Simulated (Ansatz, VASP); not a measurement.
Two plane-wave programs on SnTe

```xyz
2
Lattice="-0.0123 3.5910 3.5803 3.6387 -0.0265 3.5945 3.6394 3.6059 -0.0273" Properties=species:S:1:pos:R:3 pbc="T T T"
Sn    0.0102    3.5946    3.5886
Te    5.4425    5.4026    5.3733
```

The cell comes from a database or a generator and needn't be the stable form of this composition.

Alike in both runs: task single point; functional PBEsol; k mesh 3 × 3 × 3; no spin polarisation.

```csv
,VASP,Ansatz
version,VASP 6.6.1,Ansatz 0.2.0
potentials or method,"VASP PAW PBE potentials, release 64 (Sn_d, Te)","plane waves, PAW"
plane-wave cutoff (eV),520,540
occupations,"gaussian, width 0.01 eV",fixed
valence electrons in the cell,20,30
```

|  | VASP | Ansatz | Ansatz less VASP |
| --- | --- | --- | --- |
| pressure (GPa) | -2.3 | -2.3 | 0.00 |
| largest component of the traceless stress (GPa) | 0.09 | 0.09 | -0.003 |
| rms of the force components (eV/Å) | 0.036 | 0.036 | -0.0001 |

Atom by atom the forces differ by 0.000 eV/Å (rms over components). The two sets of potentials don't hold the same shells in valence. Ansatz warned: «stress_scf_threshold_loose».

Caveats: the k mesh is coarse (spacing up to 0.50 Å⁻¹), so the values aren't converged; the PAW data sets were made with another functional, which shifts forces and pressure a little (VASP). A k mesh can miss the band edges.
